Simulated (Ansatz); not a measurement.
# ZnO: the cost of one run

Method: DFT PBE, scalar-relativistic, plane waves, PAW, in Ansatz 0.2.0.

2 further runs of the same task are left out: 1 that didn't finish, 1 set aside as unsound or not needed.

### 1 The system as given

The structure is hexagonal, space group P6_3mc (No. 186). Conventional cell: a = 3.279 Å, b = 3.279 Å, c = 5.293 Å, α = 90.00°, β = 90.00°, γ = 120.00°. Zn (site symmetry 3m) is surrounded by 4 O at 2.00 to 2.01 Å. O (site symmetry 3m) is surrounded by 4 Zn at 2.00 to 2.01 Å.

As a file:

```
Zn O
1.0
     3.27949    0.00000    0.00000
    -1.63974    2.84012    0.00000
     0.00000    0.00000    5.29327
Zn O
2 2
Direct
  0.33333 0.66667 0.49997
  0.66667 0.33333 0.99997
  0.66667 0.33333 0.37904
  0.33333 0.66667 0.87904
```

This cell was relaxed beforehand with the same method: volume 12.33 Å³/atom, gap on the mesh 0.74 eV.

### 2 The cell scaled to 0.97 of its volume

Contents of input.yaml:

```yaml
crystal:
  lattice:
    - [3.2463576255, 0.0, 0.0]
    - [-1.6231788128, 2.8114281735, 0.0]
    - [0.0, 0.0, 5.2398029015]
  atoms:
    - { symbol: Zn, position: [0.3333333333, 0.6666666667, 0.4999685881] }
    - { symbol: Zn, position: [0.6666666667, 0.3333333333, -3.14119e-05] }
    - { symbol: O, position: [0.6666666667, 0.3333333333, 0.3790414119] }
    - { symbol: O, position: [0.3333333333, 0.6666666667, 0.8790414119] }
basis:
  ecutwfc: 420
kpoints:
  mp_grid: { grid: [9, 9, 6] }
hamiltonian:
  xc: pbe
scf:
  occupations: { method: gaussian, width: 0.02 }
output:
  forces: true
  stress: true
  eigenvalues: true
relax:
  adjacent_minimum: "off"
  f_tol: 0.01
  max_steps: 30
  cell: { stress_tol: 0.1, fix: [volume] }
```

Command:

```console
$ ansatz run input.yaml --threads 1 --pin off --max-ram 2560MiB --backend cpu --events-out ev --progress --plain --runs-dir out
```

Q: Estimate wall time and peak memory on 1 thread of Arm Neoverse V1, shared host.

About 12 s, with a peak of 0.35 GiB.
